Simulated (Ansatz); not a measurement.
# MgTe (P6_3mc): the size of the finite step

```yaml
crystal:
  lattice:
    - [4.57687, 0.00000, 0.00000]
    - [-2.28843, 3.96369, 0.00000]
    - [0.00000, 0.00000, 7.45365]
  atoms:
    - { symbol: Mg, position: [0.33333, 0.66667, 0.00438] }
    - { symbol: Mg, position: [0.66667, 0.33333, 0.50438] }
    - { symbol: Te, position: [0.33333, 0.66667, 0.38062] }
    - { symbol: Te, position: [0.66667, 0.33333, 0.88062] }
```

Unless marked otherwise, the numbers come from r²SCAN, PAW on Ansatz 0.2.0's default frozen-core files (fitted under PBE), scalar-relativistic. k mesh 6×6×4, strains of ±0.008, fixed occupations, cutoff 500 eV. The cell was relaxed by PAW under this functional, which moved its volume by +4 % from the database entry's.

**Question.** Elastic constants come from stresses at strains of ±0.008 (two-point stencil): C11 = 56.4, C12 = 30.5, C13 = 25.2, C33 = 61.9, C44 = 11.5 GPa. What does an amplitude of 0.0002 give?

**Answer.** C11 = 56.4, C12 = 30.6, C13 = 25.2, C33 = 61.9, C44 = 11.9 GPa. A very small step divides the noise of the stresses by a small number. Steps under 0.001 aren't safe in general, since the basis can change from cell to cell and the noise grows as 1/δ.

Limits of these numbers: frozen-core PAW files fitted under PBE, their cores solved anew for the functional of the run; constants at zero field, no piezoelectric stiffening.
